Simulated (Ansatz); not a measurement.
# CaSe: squeezing one contact

One table from this session's results is given with a row withheld; the runs are named, their logs left out.

Program: Ansatz 0.2.0. Level of theory: DFT, PBEsol, PAW with Ansatz's default frozen-core files, scalar-relativistic. These are calculated values, not measurements.

2 further runs of the same task are left out: 2 that didn't finish. Runs told in other sessions of the task aren't counted.

### The structure to begin with

The structure is cubic, space group Fm-3m (No. 225). The conventional cell has a = 5.940 Å, b = 5.940 Å, c = 5.940 Å, α = 90.00°, β = 90.00°, γ = 90.00°. Around Ca (site symmetry m-3m) lie 6 Se at 2.97 Å. Se (site symmetry m-3m) has 6 Ca at 2.97 Å in its first shell of neighbours.

Structure file:

```xyz
2
Lattice="0.0000 2.9702 2.9702 2.9702 0.0000 2.9702 2.9702 2.9702 0.0000" Properties=species:S:1:pos:R:3 pbc="T T T"
Ca    0.0000    0.0000    0.0000
Se    2.9702    2.9702    2.9702
```

Atoms are numbered in the order of the input: Ca1, Se2.

Set-up of the first run:

The input, input.yaml:

```yaml
crystal:
  lattice:
    - [0.0, 2.9702381052, 2.9702381052]
    - [2.9702381052, 0.0, 2.9702381052]
    - [2.9702381052, 2.9702381052, 0.0]
  atoms:
    - { symbol: Ca, position: [0.0, 0.0, 0.0] }
    - { symbol: Se, position: [0.5, 0.5, 0.5] }
kpoints:
  mp_grid: { grid: [7, 7, 7] }
scf:
  occupations: { method: fermi_dirac, width: 0.03 }
hamiltonian:
  xc: pbesol
  pseudopotentials: { kind: paw }
output:
  forces: true
  stress: true
  eigenvalues: true
  populations: true
```

On the command line:

```sh
ansatz run input.yaml --threads 1 --pin off --max-ram 2048MiB --backend cpu --events-out ev --progress --plain --runs-dir out
```

Steps of the session up to this table: Shortest bond scaled by 1, PAW; Shortest bond scaled by 1.1, PAW; Shortest bond scaled by 0.76, PAW; Shortest bond scaled by 0.64, PAW; Shortest bond scaled by 0.58, PAW; Shortest bond scaled by 0.58, PAW (cutoff 1000 eV).

One table of the session follows, with a row left open; its other results are not shown here.

```
              method  length (Å)  F from the given length (eV/cell)  force along the bond (eV/Å)  pressure (GPa)  gap on the k mesh (eV)  largest force (eV/Å)
                 PAW       1.723                             10.586                       35.228           57.44                    1.27                35.228
                 PAW       1.901                                  ?                            ?               ?                       ?                     ?
                 PAW       2.257                              1.406                        6.161           10.31                    2.62                 6.161
                 PAW       2.970                              0.000                        0.000           -1.77                    2.03                 0.000
                 PAW       3.267                              0.141                       -1.080           -0.18                    2.20                 1.080
PAW (cutoff 1000 eV)       1.723                                  –                       35.223           57.43                    1.27                35.223
```

Q: Estimate the row for PAW, 1.901 from the others.

The run gave: F from the given length (eV/cell): 5.723; force along the bond (eV/Å): 20.519; pressure (GPa): 35.43; gap on the k mesh (eV): 2.24; largest force (eV/Å): 20.519.
